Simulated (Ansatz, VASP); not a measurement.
SiC (Moissanite 3C) in VASP and in Ansatz

The input POSCAR:

```
SiC
1.0
    0.0000000000      2.1780503294      2.1780503294
    2.1780503294      0.0000000000      2.1780503294
    2.1780503294      2.1780503294      0.0000000000
Si C
1 1
Direct
    0.0000000000      0.0000000000      0.0000000000
    0.2500000000      0.2500000000      0.2500000000
```

Contents of INCAR.step1:

```
PREC     = Accurate       # precision mode
ENCUT    = 520            # plane-wave cutoff, eV
ISMEAR   = 0              # smearing method
SIGMA    = 0.01           # smearing width, eV
LREAL    = F              # projectors in reciprocal space
LASPH    = T              # aspherical terms in the spheres
NELM     = 100            # most SCF steps
NBANDS   = 11             # bands
GGA      = PE             # functional
ALGO     = Normal         # electronic algorithm
EDIFF    = 1E-4           # SCF threshold, eV
LWAVE    = T              # write WAVECAR
LCHARG   = F              # write CHGCAR
```

INCAR.step2

```
PREC     = Accurate       # precision mode
ENCUT    = 520            # plane-wave cutoff, eV
EDIFF    = 1E-6           # SCF threshold, eV
ISMEAR   = 0              # smearing method
SIGMA    = 0.01           # smearing width, eV
LREAL    = F              # projectors in reciprocal space
LASPH    = T              # aspherical terms in the spheres
NELM     = 100            # most SCF steps
ALGO     = Normal         # electronic algorithm
ISIF     = 2              # what is computed and relaxed
LWAVE    = F              # write WAVECAR
LCHARG   = T              # write CHGCAR
METAGGA  = R2SCAN         # meta-GGA
LMIXTAU  = T            
LELF     = T              # ELF
LVHAR    = T            
NBANDS   = 11             # bands
ISTART   = 1
```

File KPOINTS:

```
Automatic mesh
0
Gamma
  10 10 10
```

Input for Ansatz:

```yaml
crystal:
  lattice:
    - [0.0, 2.1780503294, 2.1780503294]
    - [2.1780503294, 0.0, 2.1780503294]
    - [2.1780503294, 2.1780503294, 0.0]
  atoms:
    - { symbol: Si, position: [0.0, 0.0, 0.0] }
    - { symbol: C, position: [0.25, 0.25, 0.25] }
kpoints:
  mp_grid: { grid: [10, 10, 10] }
  band_path:
    path:
      - [0.0, 0.0, 0.0]
      - [-0.5, -0.5, 0.0]
      - [-0.375, -0.375, 0.25]
      - [-0.375, 0.0, 0.375]
      - [0.0, 0.0, 0.5]
      - [-0.5, -0.25, 0.25]
    npoints: 1
hamiltonian:
  xc: r2scan
scf:
  occupations: { method: fixed }
  n_extra_bands: 4
output:
  forces: true
  stress: true
  eigenvalues: true
  write_density: true
  write_potential: true
  elf: true
  volumetric_format: npy
```

Alike in both runs: task single point; functional r2SCAN; k mesh 10 × 10 × 10; no spin polarisation.

```csv
,VASP,Ansatz
version,VASP 6.6.1,Ansatz 0.2.0
potentials or method,"VASP PAW PBE potentials, release 64 (Si, C)","plane waves, PAW"
plane-wave cutoff (eV),520,500
occupations,"gaussian, width 0.01 eV",fixed
valence electrons in the cell,8,8
```

|  | VASP | Ansatz | Ansatz less VASP |
| --- | --- | --- | --- |
| gap on the k mesh at the Fermi level (eV) | 1.72 | 1.71 | -0.011 |
| pressure (GPa) | -0.1 | 0.0 | +0.17 |

Caveats: the PAW data sets were made with another functional, which shifts forces and pressure a little (VASP). A k mesh can miss the band edges. r2SCAN opens gaps a little over a GGA but as a rule still falls short of measured ones.
